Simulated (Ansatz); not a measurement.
Crystal: ZnS.

```xyz
2
Lattice="0.0000 2.7020 2.7020 2.7020 0.0000 2.7020 2.7020 2.7020 0.0000" Properties=species:S:1:pos:R:3 pbc="T T T"
Zn    4.0530    4.0530    4.0530
S     0.0000    0.0000    0.0000
```

| Property | Result |
| --- | --- |
| Program | Ansatz 0.2.0 |
| Task | relaxation of cell and atoms |
| Functional | PBEsol |
| Potentials or basis | all-electron LAPW, scalar-relativistic |
| Basis error allowed | 0.001 eV/atom |
| k mesh | 9 × 9 × 9 |
| Occupations | fermi-dirac, width 0.05 eV |
| Spin | no spin polarisation |

At the start: volume 19.73 Å³/atom.

Question: Where does the relaxation end?

Answer: Over 4 steps the energy falls by 3.2 meV/atom and the volume is 19.20 Å³/atom (-2.7 %); space group F-43m (No. 216, to 0.05 Å).

Step by step:
| step | energy change (eV) | largest force (eV/Å) | volume (Å³) |
| --- | --- | --- | --- |
| 1 | 0.0000 | 0.0000 | 39.45 |
| 2 | -0.0053 | 0.0000 | 38.86 |
| 3 | -0.0065 | 0.0000 | 38.41 |
| 4 | -0.0065 | 0.0000 | 38.41 |

Final structure:
```yaml
crystal:
  lattice:
    - [0.00000, 2.67786, 2.67786]
    - [2.67786, 0.00000, 2.67786]
    - [2.67786, 2.67786, 0.00000]
  atoms:
    - { symbol: Zn, position: [0.75000, 0.75000, 0.75000] }
    - { symbol: S, position: [0.00000, 0.00000, 0.00000] }
```
